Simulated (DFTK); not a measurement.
K under changes of volume

One of the cells (78.046 Å³/atom); the others are scaled copies at fixed shape and fractional positions:

```
CELL_PARAMETERS angstrom
0.00000 3.39187 3.39187
3.39187 0.00000 3.39187
3.39187 3.39187 0.00000
ATOMIC_POSITIONS crystal
K 0.00000 0.00000 0.00000
```

This isn't the form of K at room conditions, which is bcc.

- Program: DFTK 0.8.2
- Functional: PBE
- Potentials or basis: dojo.nc.sr.pbe.v0_4_1.standard.upf (PBE)
- Cutoff: 1007 eV
- k mesh: 7 × 7 × 7
- Occupations: fermi-dirac, width 0.05 eV
- Spin: no spin polarisation

| volume (Å³/atom) | energy over the lowest point (meV/atom) | pressure (GPa) |
| --- | --- | --- |
| 73.363 | 0.00 | 0.0 |
| 74.924 | 0.26 | -0.1 |
| 76.485 | 1.21 | -0.1 |
| 78.046 | 2.77 | -0.2 |
| 79.607 | 4.89 | -0.2 |
| 81.167 | 7.52 | -0.3 |
| 82.728 | ? | ? |

Task: What does the run at 82.728 Å³/atom give?

Result: Energy over the lowest point 10.60 meV/atom; pressure -0.3 GPa.

Worked out: A Birch-Murnaghan fit of order 3 (a polynomial in V^(-2/3)) to the other rows has its minimum at 73.57 Å³/atom with B0 = V·E''(V) = 3.6 GPa and B' = 3.7. It gives 10.61 meV/atom at 82.728 Å³/atom, against the run's 10.60, and -dE/dV = -0.3 GPa, against -0.3.

Energies are extrapolated to zero smearing.
